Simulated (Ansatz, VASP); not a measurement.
# One calculation of KF, two programs

```
CELL_PARAMETERS angstrom
3.25895 0.00000 0.00000
0.00000 3.25895 0.00000
0.00000 0.00000 3.25895
ATOMIC_POSITIONS crystal
K 0.00000 0.00000 0.00000
F 0.50000 0.50000 0.50000
```

Alike in both runs: task electric field gradients; functional LDA; k mesh 9 × 9 × 9; occupations fermi-dirac, width 0.02 eV; no spin polarisation.

|  | VASP | Ansatz |
| --- | --- | --- |
| version | VASP 6.6.1 | Ansatz 0.2.0 |
| potentials or method | VASP PAW LDA potentials, release 64 (K_sv, F), cutoff 520 eV | all-electron PAW with datasets made for the crystal, scalar-relativistic |

Ansatz gave:

```
gap on the k mesh at the Fermi level (eV)                      : 5.93
pressure (GPa)                                                 : -5.7
Vzz of the field gradient on the site that differs most (V/Å²) : 0.0
```

Question: Which values does VASP return?

Answer: gap on the k mesh at the Fermi level (eV): 5.92; pressure (GPa): -5.7; Vzz of the field gradient on the site that differs most (V/Å²): 0.0.

Ansatz ran all-electron here, so the differences hold the error of VASP's frozen core and of both bases.

Caveats: an odd mesh through Γ misses points on the zone boundary, where band edges often lie.
